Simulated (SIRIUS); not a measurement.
Crystal: In.

```
In
1.0
    -1.62547    1.62547    2.47370
     1.62547   -1.62547    2.47370
     1.62547    1.62547   -2.47370
In
1
Cartesian
  0.0000 0.0000 0.0000
```

Base run:

```yaml
Program: SIRIUS 7.10.0
Functional: GAM
Potentials_or_basis: PseudoDojo 0.4.1 PBE standard (scalar relativistic)
Cutoff: 960 eV
Density_cutoff: 3840 eV
k_mesh: 9 × 9 × 9
Occupations: fermi-dirac, width 0.05 eV
Spin: no spin polarisation
```

Its results: band gap on the k mesh none (metal or under the smearing width); pressure 2.6 GPa.

Problem. After a change of settings the same cell gave: band gap on the k mesh none (metal or under the smearing width); pressure -2.2 GPa. Which change was it?
A. functional from GAM to RPBE; libxc names from ["XC_GGA_X_GAM", "XC_GGA_C_GAM"] to ["XC_GGA_X_RPBE", "XC_GGA_C_PBE"]
B. functional from GAM to revPBE; libxc names from ["XC_GGA_X_GAM", "XC_GGA_C_GAM"] to ["XC_GGA_X_PBE_R", "XC_GGA_C_PBE"]
C. functional from GAM to PW91; libxc names from ["XC_GGA_X_GAM", "XC_GGA_C_GAM"] to ["XC_GGA_X_PW91", "XC_GGA_C_PW91"]
D. functional from GAM to LDA; libxc names from ["XC_GGA_X_GAM", "XC_GGA_C_GAM"] to ["XC_LDA_X", "XC_LDA_C_PW"]

Solution. D.

Caveats: the potentials were made for another functional, which shifts forces and pressure.

Runs at the PBE level aren't shown here.
